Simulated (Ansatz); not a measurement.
System: wurtzite InN. Method: r²SCAN (plane waves, PAW; Ansatz, a quantum-chemistry and plane-wave program).

Settings: plane-wave cutoff 560 eV, 12×12×6 k mesh (along the axes of the cell as run), Fermi–Dirac smearing 0.01 eV, scalar-relativistic PAW data made under PBE.

Response to compression and expansion:

Shape and atoms are relaxed at each volume.

| V (Å³/atom) | P (GPa) | direct gap at Γ (eV) | c (Å) | a (Å) |
|---|---|---|---|---|
| 14.967 | 6.28 | 0.186 | 5.639 | 3.501 |
| 15.279 | 2.96 | 0.123 | 5.681 | 3.525 |
| 15.591 | 0.00 | 0.065 | 5.722 | 3.547 |
| 15.903 | -2.64 | 0.024 | 5.763 | 3.570 |
| 16.214 | -5.01 | 0.004 | 5.802 | 3.593 |

Measured, for comparison: band gap 0.77 eV (zero-point shift of 0.07 eV (the table's estimate, ZP (est)) added back, E0, Γ; as tabulated in arXiv:2302.06325).

Spin–orbit coupling is not included; it can close a gap this small.
